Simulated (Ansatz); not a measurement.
# Sb: equation of state

One table from this session's results is given with a row withheld; the runs are named, their logs left out.

Program: Ansatz 0.2.0. Level of theory: DFT PBE, scalar-relativistic. These are calculated values, not measurements.

## Starting point

Symmetry: P6_3/mmc, No. 194, hexagonal system. The conventional cell has a = 3.369 Å, b = 3.369 Å, c = 5.330 Å, α = 90.00°, β = 90.00°, γ = 120.00°. Sb (site symmetry -6m2) is surrounded by 12 Sb at 3.30 to 3.37 Å.

Structure file:

```
CELL_PARAMETERS angstrom
3.36900 0.00000 0.00000
-1.68450 2.91764 0.00000
0.00000 0.00000 5.33000
ATOMIC_POSITIONS crystal
Sb 0.33333 0.66667 0.25000
Sb 0.66667 0.33333 0.75000
```

Structure: COD 1539203, as refined from experiment and not relaxed.

Atoms are numbered in the order of the input: Sb1, Sb2.

The first run:

The input, input.yaml:

```yaml
crystal:
  lattice:
    - [3.3118874482, 0.0, 0.0]
    - [-1.6559437241, 2.8681786646, 0.0]
    - [0.0, 0.0, 5.2396435614]
  atoms:
    - { symbol: Sb, position: [0.3333333333, 0.6666666667, 0.25] }
    - { symbol: Sb, position: [0.6666666667, 0.3333333333, 0.75] }
kpoints:
  mp_grid: { grid: [12, 12, 7] }
scf:
  occupations: { method: fermi_dirac, width: 0.03 }
hamiltonian:
  xc: pbe
  pseudopotentials: { kind: all_electron, lapw: { basis_error: 0.0005 } }
output:
  forces: true
  stress: true
  eigenvalues: true
```

Among the steps run: Volume × 0.95, LAPW; Volume × 0.95, PAW; Volume × 0.95, crystal datasets; Volume × 0.975, LAPW; Volume × 0.975, PAW; Volume × 1.025, LAPW; Volume × 1.025, PAW; Volume × 1.05, LAPW; Volume × 1.05, PAW; Volume × 1.05, crystal datasets.

One of the session's tables, all rows but one given; the rest of the session is left out.

It belongs to the step «The equation of state». 

```
          method  volume (Å³/atom)  pressure (GPa)
            LAPW            24.886            7.21
            LAPW            25.541            5.01
            LAPW            26.196            3.05
            LAPW            26.851            1.31
            LAPW            27.505           -0.22
             PAW            24.886            7.21
             PAW            25.541            5.01
             PAW            26.196            3.05
             PAW            26.851            1.31
             PAW            27.505               ?
crystal datasets            24.886            7.21
crystal datasets            26.196            3.05
crystal datasets            27.505           -0.22
```

Q: Estimate the row for PAW, 27.505 from the others.

The run gave: pressure (GPa): -0.23. In the column «pressure (GPa)» it is the lowest.

To keep in mind: Shape and positions are held, so a fully relaxed modulus can be lower. Warnings in the runs' records: gradients without spin orbit, crystal datasets made.
